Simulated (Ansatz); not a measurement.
InN (zinc blende)

```yaml
crystal:
  lattice:
    - [0.00000, 2.52471, 2.52471]
    - [2.52471, 0.00000, 2.52471]
    - [2.52471, 2.52471, 0.00000]
  atoms:
    - { symbol: N, position: [0.75000, 0.75000, 0.75000] }
    - { symbol: In, position: [0.00000, 0.00000, 0.00000] }
```

The slice is a {111} plane (indices of the conventional cell) through the point (0.750, 0.750, 0.750) (fractional), spanned by u = [100] and v = [-1 2 0] in vectors of this cell: u (3.57 Å) and v (6.18 Å, at 90° to u). It covers one period; positions are fractions (u, v).

These are PBE (plane waves to 420 eV, PAW, scalar-relativistic; Ansatz, an electronic-structure program) values and carry that method's errors. k mesh 11×11×11. Inside the PAW spheres the values are not all-electron values, and peaks at nuclei hang on which shells count as valence. At this level the bands of InN touch or barely overlap; measurements give the solid a gap. InN was relaxed with its symmetry unable to fall. The PAW data are Ansatz's earlier set.

Question: Sketch the electron localisation function (ELF) on this plane as a map.

Answer: 
| v \ u | 0.00 | 0.14 | 0.29 | 0.43 | 0.57 | 0.71 | 0.86 |
|---|---|---|---|---|---|---|---|
| 0.92 | 0.78 | 0.80 | 0.47 | 0.09 | 0.09 | 0.47 | 0.80 |
| 0.83 | 0.43 | 0.37 | 0.17 | 0.04 | 0.04 | 0.17 | 0.37 |
| 0.75 | 0.23 | 0.20 | 0.13 | 0.11 | 0.11 | 0.13 | 0.20 |
| 0.67 | 0.21 | 0.23 | 0.22 | 0.56 | 0.56 | 0.22 | 0.23 |
| 0.58 | 0.24 | 0.18 | 0.64 | 0.79 | 0.79 | 0.64 | 0.18 |
| 0.50 | 0.14 | 0.26 | 0.80 | x | x | 0.80 | 0.26 |
| 0.42 | 0.06 | 0.22 | 0.69 | 0.80 | 0.80 | 0.69 | 0.22 |
| 0.33 | 0.03 | 0.08 | 0.28 | 0.42 | 0.42 | 0.28 | 0.08 |
| 0.25 | 0.11 | 0.11 | 0.16 | 0.22 | 0.22 | 0.16 | 0.11 |
| 0.17 | 0.59 | 0.42 | 0.18 | 0.23 | 0.23 | 0.18 | 0.42 |
| 0.08 | 0.75 | 0.82 | 0.26 | 0.23 | 0.23 | 0.26 | 0.82 |
| 0.00 | x | 0.76 | 0.57 | 0.15 | 0.15 | 0.57 | 0.76 |

Values: electron localisation function (ELF). Points within 0.4 Å of a nucleus are blanked (x), as the pseudised field means little there.
